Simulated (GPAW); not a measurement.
The system is Se.

```
Se
1.0
     2.81056    0.00000    0.00000
     0.00000    2.81056    0.00000
     0.00000    0.00000    2.81056
Se
1
Direct
  0.00000 0.00000 0.00000
```

This isn't the form of Se at room conditions, which is trigonal, of chains.

| Property | Result |
| --- | --- |
| Program | GPAW 26.7.0 |
| Task | single point |
| Functional | PBE |
| Potentials or basis | GPAW PAW data sets (gpaw-data 1.2.1) |
| Cutoff | 600 eV |
| Basis | pw |
| k mesh | 9 × 9 × 9 |
| Occupations | fermi-dirac, width 0.05 eV |
| Spin | no spin polarisation |

On this cell: pressure 1.9 GPa; band gap on the k mesh none (metal or under the smearing width).

The same run follows on a disturbed copy (cell strained at random at fixed volume):

```
Se
1.0
     2.77396   -0.00090   -0.00263
    -0.00090    2.88326   -0.00420
    -0.00263   -0.00420    2.77586
Se
1
Direct
  0.01312 0.00779 0.00128
```

Problem. What changes?

Solution. The energy (extrapolated to zero smearing) moves by -1.1 meV/atom; pressure 2.1 GPa; band gap on the k mesh none (metal or under the smearing width).

Stress tensor (GPa, compression positive):
```
 1.77  0.00  0.01
 0.00  2.72 -0.01
 0.01 -0.01  1.72
```

The energy falls, though the first cell shows no forces: that form is unstable against this distortion, unless noise or another electronic state is at work.
